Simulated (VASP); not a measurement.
Here is a VASP 6.6.1 calculation.

The input POSCAR:

```
CdO
1.0
    0.0000000000      2.3260827744      2.3260827744
    2.3260827744      0.0000000000      2.3260827744
    2.3260827744      2.3260827744      0.0000000000
  Cd              O
     1     1
Direct
     0.0000000000000000    0.0000000000000000    0.0000000000000000
     0.5000000000000000    0.5000000000000000    0.5000000000000000
```

The input INCAR.step1:

```
SYSTEM = CdO
PREC     = Accurate       ! precision mode
ENCUT    = 600            ! plane-wave cutoff, eV
EDIFF    = 1E-8           ! SCF threshold, eV
ISMEAR   = 0              ! smearing method
SIGMA    = 0.03           ! smearing width, eV
LREAL    = .False.        ! projectors in reciprocal space
LASPH    = .True.         ! aspherical terms in the spheres
NELM     = 80             ! most SCF steps
ALGO     = Fast           ! electronic algorithm
ISIF     = 3              ! what is computed and relaxed
LWAVE    = .False.        ! write WAVECAR
LCHARG   = .False.        ! write CHGCAR
GGA      = CA             ! functional
IBRION   = 2              ! ionic algorithm
NSW      = 40             ! ionic steps
EDIFFG   = -0.002         ! ionic threshold
```

The input INCAR.step2:

```
SYSTEM = CdO
PREC     = Accurate       ! precision mode
ENCUT    = 600            ! plane-wave cutoff, eV
EDIFF    = 1E-8           ! SCF threshold, eV
ISMEAR   = 0              ! smearing method
SIGMA    = 0.03           ! smearing width, eV
LREAL    = .False.        ! projectors in reciprocal space
LASPH    = .True.         ! aspherical terms in the spheres
NELM     = 80             ! most SCF steps
ALGO     = Fast           ! electronic algorithm
ISIF     = 2              ! what is computed and relaxed
LWAVE    = .False.        ! write WAVECAR
LCHARG   = .False.        ! write CHGCAR
GGA      = CA             ! functional
IBRION   = 6              ! ionic algorithm
NFREE    = 2            
POTIM    = 0.015          ! step
NSW      = 1              ! ionic steps
```

The input KPOINTS:

```
Automatic mesh
0
Gamma
  12 12 12
  0 0 0
```

Potentials or basis: VASP PAW LDA potentials, release 64 (Cd, O).

Command:

```sh
$ cat potpaw_LDA.64/Cd/POTCAR potpaw_LDA.64/O/POTCAR > POTCAR
$ cp INCAR.step1 INCAR
$ mpirun -np 1 vasp_std > vasp.out
$ cp CONTCAR POSCAR
$ cp INCAR.step2 INCAR
$ mpirun -np 1 vasp_std > vasp.out
```

(1) Estimate the highest phonon frequency at Γ, LO-TO splitting left out.

Results:

(1) 276 cm⁻¹.
